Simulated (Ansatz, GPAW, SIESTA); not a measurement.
**TiAl3: 4 runs at one level of theory**

```
Ti Al
1.0
     3.95567    0.00000    0.00000
     0.00000    3.95567    0.00000
     0.00000    0.00000    3.95567
Ti Al
1 3
Direct
  0.00000 0.00000 0.00000
  0.00000 0.50000 0.50000
  0.50000 0.00000 0.50000
  0.50000 0.50000 0.00000
```

The cell comes from a database or a generator and needn't be the stable form of this composition.

Alike in all runs: task single point; functional PBEsol; k mesh 7 × 7 × 7; occupations fermi-dirac, width 0.05 eV; no spin polarisation; no spin-orbit coupling. Pressure is positive in compression and, in plane waves, holds the error of the finite cutoff, which Ansatz's Pulay term estimates and takes out.

```csv
program and potentials,plane-wave cutoff (eV),notes,pressure (GPa)
"Ansatz, Ansatz PAW",420,"potentials made for PBE, which Ansatz adapts in part; Pulay term of +0.05 GPa included",-0.60
"SIESTA, files PseudoDojo sr-pbesol-0.4.1-standard, DZP (energy shift 0.003 Ry; two zetas on semicore shells)",-,atomic basis,-0.10
"GPAW, PAW data sets generated for this functional",600,-,?
"Ansatz, all-electron LAPW, scalar-relativistic",-,-,-0.64
```

Estimate from the other rows what the run with GPAW, PAW data sets generated for this functional gave.

Pressure -0.46 GPa. The other rows, which needn't bracket it: pressure -0.64 to -0.10.
